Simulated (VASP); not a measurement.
# CdSe (F-43m) in VASP: further runs, part 2 of 2

VASP 6.6.1.

### Step 4. Single point, PBE (volume scaled by 0.96)

The input, INCAR:

```
PREC = Accurate ; ENCUT = 520
EDIFF = 1E-6 ; ISMEAR = -1
SIGMA = 0.05 ; LREAL = F
LASPH = T ; NELM = 100
ALGO = Normal ; ISIF = 2
LWAVE = F ; LCHARG = T
GGA = PE ; LELF = T
LVHAR = T ; NBANDS = 16
```

The input, KPOINTS:

```
Automatic mesh
0
Gamma
  8 8 8
```

The input, POSCAR:

```
CdSe
1.0
    0.0000000000      3.0287759606      3.0287759606
    3.0287759606      0.0000000000      3.0287759606
    3.0287759606      3.0287759606      0.0000000000
Cd Se
1 1
Direct
    0.0000000000      0.0000000000      0.0000000000
    0.2500000000      0.2500000000      0.2500000000
```

Started as:

```
$ cat potpaw_PBE.64/Cd/POTCAR potpaw_PBE.64/Se/POTCAR > POTCAR
$ mpirun -np 1 vasp_std > vasp.out
```

It took 19 s on 1 thread of Intel Xeon Platinum 8488C (Sapphire Rapids), shared host; peak memory 0.18 GiB.

Results (log left out):

```yaml
Free_energy: -5.4516 eV
Pressure: 3.9 GPa
Band_gap_on_the_k_mesh: 0.63 eV, direct
```

Levels at points of the mesh, in eV from the valence-band top:
```tsv
k point	band 7	band 8	band 9	band 10	band 11	band 12
(0.00, 0.00, 0.00)	0.00	0.00	0.00	0.63	5.94	5.94
(0.50, 0.00, 0.00)	-4.46	-0.77	-0.77	2.41	6.45	6.45
(0.50, 0.50, 0.00)	-4.14	-1.90	-1.90	3.11	3.77	9.18
```

### Step 5. Single point, LDA

The input, INCAR:

```
SYSTEM = CdSe
PREC = Accurate ; ENCUT = 520
EDIFF = 1E-6 ; ISMEAR = -1
SIGMA = 0.05 ; LREAL = .False.
LASPH = .True. ; NELM = 100
ALGO = Normal ; ISIF = 2
LWAVE = .False. ; LCHARG = .False.
NBANDS = 16
```

The input, KPOINTS:

```
Automatic mesh
0
Gamma
  10 10 10
  0 0 0
```

The input, POSCAR:

```
CdSe
1.0
    0.0000000000      3.0702711986      3.0702711986
    3.0702711986      0.0000000000      3.0702711986
    3.0702711986      3.0702711986      0.0000000000
Cd Se
1 1
Direct
    0.0000000000      0.0000000000      0.0000000000
    0.2500000000      0.2500000000      0.2500000000
```

Potentials or basis: VASP PAW LDA potentials, release 64 (Cd, Se).

Started as:

```
$ cat potpaw_LDA.64/Cd/POTCAR potpaw_LDA.64/Se/POTCAR > POTCAR
$ mpirun -np 1 vasp_std > vasp.out
```

Run time: 35 s. Hardware: 1 thread of Intel Xeon Platinum 8488C (Sapphire Rapids), shared host; peak memory 0.17 GiB.

Results (log left out):

| Quantity | Value |
| --- | --- |
| Free energy | -6.7324 eV |
| Pressure | -2.9 GPa |
| Band gap on the k mesh | 0.31 eV, direct |

Levels at points of the mesh, in eV from the valence-band top:
| k point | band 6 | band 7 | band 8 | band 9 | band 10 | band 11 | band 12 | band 13 |
| --- | --- | --- | --- | --- | --- | --- | --- | --- |
| (0.00, 0.00, 0.00) | -7.50 | 0.00 | 0.00 | 0.00 | 0.31 | 5.79 | 5.79 | 5.79 |
| (0.50, 0.00, 0.00) | -7.23 | -4.31 | -0.72 | -0.72 | 2.16 | 6.31 | 6.31 | 7.11 |
| (0.50, 0.50, 0.00) | -7.18 | -4.03 | -1.79 | -1.79 | 2.99 | 3.58 | 8.75 | 9.85 |

Expect the measured gap to be larger: semilocal functionals such as LDA lack the derivative discontinuity.

### Step 6. Single point, LDA

The input, INCAR:

```
PREC = Accurate
ENCUT = 520
EDIFF = 1E-6
ISMEAR = -1
SIGMA = 0.05
LREAL = F
LASPH = T
NELM = 100
ALGO = Normal
ISIF = 2
LWAVE = F
LCHARG = T
LELF = T
LVHAR = T
NBANDS = 16
```

The input, KPOINTS:

```
regular mesh
0
Gamma
  12 12 12
```

POSCAR is that of step 5.

Potentials or basis: VASP PAW LDA potentials, release 64 (Cd, Se).

Started as:

```
$ cat potpaw_LDA.64/Cd/POTCAR potpaw_LDA.64/Se/POTCAR > POTCAR
$ mpirun -np 1 vasp_std > vasp.out
```

OUTCAR:

```text
PREC = Accurate
   ENCUT = 520
   EDIFF = 1E-6
   ISMEAR = -1
   LREAL = F
   LASPH = T
   NELM = 100
   ISIF = 2

 ion  position               nearest neighbor table
   1  0.000  0.000  0.000-   2 2.66   2 2.66   2 2.66   2 2.66
   2  0.250  0.250  0.250-   1 2.66   1 2.66   1 2.66   1 2.66

  LATTYP: Found a face centered cubic cell.
 ALAT       =     6.1405423972

  Lattice vectors:

 A1 = (   0.0000000000,   3.0702711986,   3.0702711986)
 A2 = (   3.0702711986,   0.0000000000,   3.0702711986)
 A3 = (   3.0702711986,   3.0702711986,   0.0000000000)
[... 623 lines left out ...]
      3      -7.1499      2.00000
      4      -6.9278      2.00000
      5      -6.9092      2.00000
      6      -6.6086      2.00000
[... 8 lines left out ...]
     15      11.5870      0.00000
     16      12.0319      0.00000

 [... further k-points ...]
[... 5 lines left out ...]
  --------------------------------------------------------------------------------------
  -------------------------------------------------------------------------------------
  Total       -1.0450442     -1.0450442     -1.0450442      0.0000000      0.0000000     -0.0000000
  in kB      -28.9257776    -28.9257776    -28.9257776      0.0000000      0.0000000     -0.0000000
  external PRESSURE =     -28.9257776 kB  Pullay stress =       0.0000000 kB

 VOLUME and BASIS-vectors are now :
 -----------------------------------------------------------------------------
  energy-cutoff  :      520.00
  volume of cell :       57.88
      direct lattice vectors                 reciprocal lattice vectors
     0.000000000  3.070271199  3.070271199    -0.162852063  0.162852063  0.162852063
     3.070271199  0.000000000  3.070271199     0.162852063 -0.162852063  0.162852063
     3.070271199  3.070271199  0.000000000     0.162852063  0.162852063 -0.162852063

 POSITION                                       TOTAL-FORCE (eV/Angst)
 -----------------------------------------------------------------------------------
      0.00000      0.00000      0.00000         0.000000      0.000000      0.000000
      1.53514      1.53514      1.53514        -0.000000     -0.000000     -0.000000
 -----------------------------------------------------------------------------------
    total drift:                               -0.000000     -0.000000     -0.000000

  FREE ENERGIE OF THE ION-ELECTRON SYSTEM (eV)
  ---------------------------------------------------
  free  energy   TOTEN  =        -6.7326504496 eV

  energy  without entropy=       -6.7325670064  energy(sigma->0) =       -6.73260873
```

OSZICAR:

```text
N       E                     dE             d eps       ncg     rms          rms(c)
DAV:   1     0.105788824405E+03    0.10579E+03   -0.87094E+03  2376   0.100E+03
DAV:   2    -0.302770571046E+01   -0.10882E+03   -0.10308E+03  2800   0.248E+02
DAV:   3    -0.708890298818E+01   -0.40612E+01   -0.40539E+01  2728   0.494E+01
DAV:   4    -0.710688914832E+01   -0.17986E-01   -0.17986E-01  2976   0.330E+00
DAV:   5    -0.710700542897E+01   -0.11628E-03   -0.11628E-03  2792   0.227E-01    0.583E+00
DAV:   6    -0.676237238934E+01    0.34463E+00   -0.52560E-01  3472   0.888E+00    0.464E+00
DAV:   7    -0.673631907123E+01    0.26053E-01   -0.10978E-01  2832   0.231E+00    0.202E+00
DAV:   8    -0.673294109596E+01    0.33780E-02   -0.11164E-02  2640   0.129E+00    0.200E-01
DAV:   9    -0.673265707884E+01    0.28402E-03   -0.12233E-03  2920   0.465E-01    0.419E-02
DAV:  10    -0.673264545319E+01    0.11626E-04   -0.11233E-04  2632   0.143E-01    0.356E-02
DAV:  11    -0.673265091422E+01   -0.54610E-05   -0.17724E-05  2960   0.356E-02    0.141E-02
DAV:  12    -0.673265044958E+01    0.46464E-06   -0.10972E-06  1992   0.143E-02
   1 F= -.67326504E+01 E0= -.67326087E+01  d E =-.834431E-04
```

It took 51 s on 1 thread of Intel Xeon Platinum 8488C (Sapphire Rapids), shared host; peak memory 0.2 GiB.

Results:

| Quantity | Value |
| --- | --- |
| Free energy | -6.7327 eV |
| Pressure | -2.9 GPa |
| Band gap on the k mesh | 0.31 eV, direct |

As with any semilocal functional, this LDA gap is likely too small.

### Step 7. Single point, PBE, non-collinear spin, zero start, spin-orbit coupling

The input, INCAR:

```
SYSTEM = CdSe
ALGO = Normal
EDIFF = 1E-7
ENCUT = 520
GGA = PE
GGA_COMPAT = .FALSE.
ISIF = 2
ISMEAR = 0
LASPH = .TRUE.
LCHARG = .FALSE.
LORBIT = 11
LORBMOM = .TRUE.
LREAL = .FALSE.
LSORBIT = .TRUE.
LWAVE = .FALSE.
MAGMOM = 0 0 0 0 0 0
NBANDS = 30
NELM = 150
PREC = Accurate
SIGMA = 0.01
```

The input, KPOINTS:

```
k-points
0
G
  8 8 8
  0 0 0
```

The input, POSCAR:

```
CdSe
1.0
    0.0000000000      3.0702712000      3.0702712000
    3.0702712000      0.0000000000      3.0702712000
    3.0702712000      3.0702712000      0.0000000000
Cd Se
1 1
Direct
    0.0000000000      0.0000000000      0.0000000000
    0.7500000000      0.7500000000      0.7500000000
```

Potentials or basis: VASP PAW PBE potentials, release 64 (Cd, Se).

Started as:

```
$ cat potpaw_PBE.64/Cd/POTCAR potpaw_PBE.64/Se/POTCAR > POTCAR
$ mpirun -np 1 vasp_ncl > vasp.out
```

It took 64 s on 1 thread of Intel Xeon Platinum 8559C (Emerald Rapids), shared host; peak memory 0.37 GiB.

The run converged. Its results:

```yaml
Free_energy: -5.5391 eV
Pressure: 1.6 GPa
Net_moment: 0.00 μB per cell
Valence_electrons_inside_the_program's_atomic_spheres: Cd 10.29; Se 3.85
```

Moments on the atoms (μB; x, y, z):
```
Cd  0.00 0.00 0.00
Se  0.00 0.00 0.00
```

### Step 8. Overview

| level | potentials or basis | spin | fixed moment (μB) | cell | k mesh | smearing | gap on the mesh (eV) | pressure (GPa) | moment (μB) |
| --- | --- | --- | --- | --- | --- | --- | --- | --- | --- |
| r2SCAN+D4 | VASP PAW PBE potentials, release 64 (Cd, Se) | collinear, zero start | 0.0 | atoms moved at random, drawn with an rms of 0.02 Å | 6 × 6 × 6 | fermi-dirac 0.1 eV | - | -0.5 | 0.00 |
| PBE | VASP PAW PBE potentials, release 64 (Cd, Se) | off | - | as given | 8 × 8 × 8 | fermi-dirac 0.05 eV | 0.55 | 1.6 | - |
| PBE | VASP PAW PBE potentials, release 64 (Cd, Se) | off | - | volume scaled by 0.96 | 8 × 8 × 8 | fermi-dirac 0.05 eV | 0.63 | 3.9 | - |
| LDA | VASP PAW LDA potentials, release 64 (Cd, Se) | off | - | as given | 10 × 10 × 10 | fermi-dirac 0.05 eV | 0.31 | -2.9 | - |
| LDA | VASP PAW LDA potentials, release 64 (Cd, Se) | off | - | as given | 12 × 12 × 12 | fermi-dirac 0.05 eV | 0.31 | -2.9 | - |
| PBE | VASP PAW PBE potentials, release 64 (Cd, Se) | non-collinear, zero start, SOC | - | as given | 8 × 8 × 8 | gaussian 0.01 eV | - | 1.6 | 0.00 |

Alike in all rows: task single point; cutoff (eV) 520.

Caveats: the PAW data sets were made with another functional, which shifts forces and pressure a little (some runs); the total moment is fixed, so each spin has its own Fermi level (some runs).

Absolute energies hang on the potentials; compare differences alone.
